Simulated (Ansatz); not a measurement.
# PbSe (Clausthalite) in Ansatz: the effect of functional

Crystal: PbSe (Clausthalite).

```
Pb Se
1.0
     0.00000    3.06065    3.06065
     3.06065    0.00000    3.06065
     3.06065    3.06065    0.00000
Pb Se
1 1
Direct
  0.00000 0.00000 0.00000
  0.50000 0.50000 0.50000
```

Alike in all runs:

| Property | Result |
| --- | --- |
| Program | Ansatz 0.2.0 |
| Task | single point |
| Potentials or basis | all-electron PAW datasets made for the crystal |
| k mesh | 6 × 6 × 6 |
| Occupations | fermi-dirac, width 0.05 eV |
| Spin | no spin polarisation |

One run gave: gap on the mesh 0.29 eV; pressure 2.4 GPa. Which functional did it use?
A. PBE0
B. PBE
C. HSE06

B.

| functional | cutoff | gap on the mesh (eV) | pressure (GPa) |
| --- | --- | --- | --- |
| PBE | 240 eV (chosen from the basis error) | 0.29 | 2.4 |
| HSE06 | 270 eV (chosen from the basis error) | 0.68 | 1.3 |
| PBE0 | 270 eV (chosen from the basis error) | 1.23 | 1.4 |

Caveats: spin-orbit coupling is left out, which as a rule narrows the gap of such compounds by several tenths of an eV.

A k mesh can miss the band edges.
